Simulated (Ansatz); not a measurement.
## Zr: all-electron results

```
CELL_PARAMETERS angstrom
3.23200 0.00000 0.00000
-1.61600 2.79899 0.00000
0.00000 0.00000 5.14700
ATOMIC_POSITIONS crystal
Zr 0.33333 0.66667 0.25000
Zr 0.66667 0.33333 0.75000
```

Atom numbers follow the list: Zr1, Zr2.

The cell is COD entry 9008523, as deposited and not checked against the literature; nothing was relaxed.

Theory: DFT, PBE, all-electron LAPW, scalar-relativistic (Ansatz 0.2.0).

Sampling and basis: a Γ-centred 13×13×7 k mesh, Fermi–Dirac smearing of 0.03 eV, basis error target 0.25 meV/atom, no spin polarisation.

```yaml
Pressure_at_this_cell: 0.50 GPa
Band_gap: "none: bands cross the Fermi level, a metal"
Stress_xx_yy_zz_compression_positive: 0.20, 0.20, 1.08 GPa
Density_of_states_at_the_Fermi_level_0.2_eV_bin: 1.82 states/eV per cell
Volume_per_atom: 23.28 Å³
```
